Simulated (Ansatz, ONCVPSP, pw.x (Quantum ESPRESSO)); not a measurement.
pw.x on diamond Ge: one setting changed

Potential: optimised norm-conserving Vanderbilt (ONCV), ONCVPSP 4.0.1.1 (patched build), PBE; core [Ar] 3d10, reference 4s2 4p1.5; waves: 4s: rc 1.90 bohr, ncon 4, nbas 9, qcut 2.7 1/bohr, 2 projectors, debl 3.5 Ha; 4p: rc 2.15 bohr, ncon 3, nbas 8, qcut 3.4 1/bohr, 2 projectors, debl 2.4 Ha; d scattering state at 0.1 Ha: rc 2.35 bohr, ncon 4, nbas 8, qcut 4.4 1/bohr, 2 projectors, debl 2.8 Ha; local part: polynomial inside 1.60 bohr (lpopt 4, dvloc0 0 Ha); core correction: Teter function, fcfact 1.5, rcfact 1.45.

The reference run (k-mesh 8³, cutoffs 155/620 Ry, Fermi–Dirac 0.01 Ry, mixing_beta 0.4, conv_thr 1e-9, no spin) gives 0.41 GPa at 23.951 Å³/atom, where all-electron LAPW gives 0.00 GPa. This run, with its own iteration cap, changes nspin = 2 with starting_magnetization to -0.3.

```
&control
  calculation='scf', prefix='x', pseudo_dir='./', outdir='./tmp', tstress=.true., disk_io='none'
/
&system
  ibrav=0, nat=2, ntyp=1, ecutwfc=155, ecutrho=620, nbnd=11,
  occupations='smearing', smearing='fd', degauss=0.01, nspin=2, starting_magnetization(1)=-0.3
/
&electrons
  conv_thr=1e-09, mixing_beta=0.4, electron_maxstep=70
/
ATOMIC_SPECIES
Ge 1.0 Ge.UPF
CELL_PARAMETERS angstrom
  0.00000000 2.88253474 2.88253474
  2.88253474 0.00000000 2.88253474
  2.88253474 2.88253474 0.00000000
ATOMIC_POSITIONS crystal
Ge 0.0000 0.0000 0.0000
Ge 0.2500 0.2500 0.2500
K_POINTS automatic
8 8 8 0 0 0
```

```bash
pw.x < Ge.scf.in > Ge.scf.out
```

How does the run end?

It converges in 8 iterations; the free energy moves by +0.0 meV/atom and the pressure by +0.00 GPa. The result is that of the reference run.

```
Message from routine setup:
     using ibrav=0 with symmetry is DISCOURAGED, use correct ibrav instead
     lattice parameter (alat)  =       7.7035  a.u.
     unit-cell volume          =     323.2587 (a.u.)^3
     number of electrons       =         8.00
     number of Kohn-Sham states=           11
     kinetic-energy cutoff     =     155.0000  Ry
     charge density cutoff     =     620.0000  Ry
     scf convergence threshold =      1.0E-09
     Exchange-correlation= PBE
     atomic species   magnetization
     number of k points=    29  Fermi-Dirac smearing, width (Ry)=  0.0100
     iteration #  1     ecut=   155.00 Ry     beta= 0.40
     total energy              =     -16.73171731 Ry
     estimated scf accuracy    <       0.03395345 Ry
     total magnetization       =    -0.13 Bohr mag/cell
     absolute magnetization    =     0.13 Bohr mag/cell
     iteration #  2     ecut=   155.00 Ry     beta= 0.40
     total energy              =     -16.74908122 Ry
     estimated scf accuracy    <       0.01208216 Ry
     total magnetization       =    -0.07 Bohr mag/cell
     absolute magnetization    =     0.07 Bohr mag/cell
     iteration #  3     ecut=   155.00 Ry     beta= 0.40
     total energy              =     -16.75029781 Ry
     estimated scf accuracy    <       0.00015750 Ry
     total magnetization       =    -0.01 Bohr mag/cell
     absolute magnetization    =     0.01 Bohr mag/cell
     [... 2 iterations left out ...]
     iteration #  6     ecut=   155.00 Ry     beta= 0.40
     total energy              =     -16.75034642 Ry
     estimated scf accuracy    <       0.00000007 Ry
     total magnetization       =     0.00 Bohr mag/cell
     absolute magnetization    =     0.00 Bohr mag/cell
     iteration #  7     ecut=   155.00 Ry     beta= 0.40
     total energy              =     -16.75034645 Ry
     estimated scf accuracy    <          3.9E-09 Ry
     total magnetization       =    -0.00 Bohr mag/cell
     absolute magnetization    =     0.00 Bohr mag/cell
     iteration #  8     ecut=   155.00 Ry     beta= 0.40
     the Fermi energy is     5.2132 ev
!    total energy              =     -16.75034645 Ry
     estimated scf accuracy    <          2.7E-10 Ry
     smearing contrib. (-TS)   =      -0.00085477 Ry
     The total energy is F=E-TS. E is the sum of the following terms:
     one-electron contribution =       3.74140008 Ry
     hartree contribution      =       1.20959242 Ry
     xc contribution           =      -5.87790567 Ry
     ewald contribution        =     -15.82257851 Ry
     total magnetization       =    -0.00 Bohr mag/cell
     absolute magnetization    =     0.00 Bohr mag/cell
     convergence has been achieved in   8 iterations
          total   stress  (Ry/bohr**3)                   (kbar)     P=        4.10
     Message from routine punch:
     Nothing written, as per user request (disk_io='none')
```

The run took about 3.2 min on one core of a shared host (Neoverse-N1, 64 threads, 124 GiB, load 57).
